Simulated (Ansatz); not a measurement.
# SnS2: the cost of one run

Program: Ansatz 0.2.0. Level of theory: DFT PBEsol, scalar-relativistic, plane waves, PAW. These are calculated values, not measurements.

6 further runs of the same task are left out: 6 set aside as unsound or not needed.

### 1 The system as given

It takes space group P-3m1 (No. 164, trigonal). The conventional cell has a = 3.651 Å, b = 3.651 Å, c = 6.071 Å, α = 90.00°, β = 90.00°, γ = 120.00°. Around Sn (site symmetry -3m) lie 6 S at 2.57 Å. S (site symmetry 3m) is surrounded by 3 Sn at 2.57 Å.

Structure file:

```xyz
3
Lattice="3.6509 0.0000 0.0000 -1.8255 3.1618 0.0000 0.0000 0.0000 6.0709" Properties=species:S:1:pos:R:3 pbc="T T T"
Sn    0.0000    0.0000    0.0000
S     1.8255    1.0539    1.4740
S     0.0000    2.1079    4.5969
```

It is the result of an earlier relaxation at this level (volume 23.36 Å³/atom; gap on the mesh: 1.44 eV).

### 2 The cell under 16 GPa

What is minimised here is the enthalpy; the energy can go up as the cell is squeezed.

Contents of input.yaml:

```yaml
crystal:
  lattice:
    - [3.6509350959, 0.0, 0.0]
    - [-1.8254675479, 3.1618025406, 0.0]
    - [0.0, 0.0, 6.0708839566]
  atoms:
    - { symbol: Sn, position: [0.0, 0.0, 0.0] }
    - { symbol: S, position: [0.6666666667, 0.3333333333, 0.2427910823] }
    - { symbol: S, position: [0.3333333333, 0.6666666667, 0.7572089177] }
basis:
  ecutwfc: 420
kpoints:
  mp_grid: { grid: [12, 12, 6] }
hamiltonian:
  xc: pbesol
scf:
  occupations: { method: fixed }
output:
  forces: true
  stress: true
  eigenvalues: true
relax:
  adjacent_minimum: "off"
  f_tol: 0.001
  max_steps: 60
  cell: { stress_tol: 0.02, p_target: 16.0 }
```

The run is started by

```console
$ ansatz run input.yaml --threads 1 --pin off --max-ram 3072MiB --backend cpu --events-out ev --progress --plain --runs-dir out
```

**Question.** How long does this run take on 1 thread of Intel Xeon at 2.50GHz (Skylake/Cascade Lake), shared host, and how much memory does it need?

About 2.7 min, with a peak of 0.43 GiB.
